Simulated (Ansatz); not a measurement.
# LiH2 and its competing phases

Theory: DFT PBE, scalar-relativistic, plane waves, PAW (Ansatz). All cells share a 420 eV cutoff and Γ-centred k meshes spaced at most about 0.3 Å⁻¹ (about 0.25 or finer for metals, 2π included). No spin polarisation.

Formation energies are uncorrected and refer to the elements' standard structures at the same level (H₂ as a molecule).

Temperature and zero-point effects are left out. With hydrogen, zero-point motion can shift formation energies by some tens of meV/atom.

The competitors are the elements and 1 reference phase of this chemical system (from databases or known types: LiH), relaxed at the same level; other known phases may be missing.

The candidate was reached from: Be2B type (Fm-3m) distorted into a subgroup, changed on relaxing.

```
Li H
1.0
    -1.77591    1.77591    1.57331
     1.77591   -1.77591    1.57331
     1.77591    1.77591   -1.57331
Li H
1 2
Direct
  0.00000 0.00000 0.00000
  0.25000 0.75000 0.50000
  0.75000 0.25000 0.50000
```

Problem. Into what would it decompose?

Solution. Its formation energy is 0.171 eV/atom. The lowest competing mixture at this composition is this:

```csv
phase,space group,source,share of atoms,ΔE_f (eV/atom)
H₂ gas,-,element,0.3333,0.000
LiH,Fm-3m (No. 225),textbook type,0.6667,-0.417
```

The mixture lies at -0.278 eV/atom, and the candidate lies 0.45 eV/atom above it. The candidate matches no cell in the subsets of the Crystallography Open Database and the Materials Project at hand. Such a cell could exist only far from equilibrium.
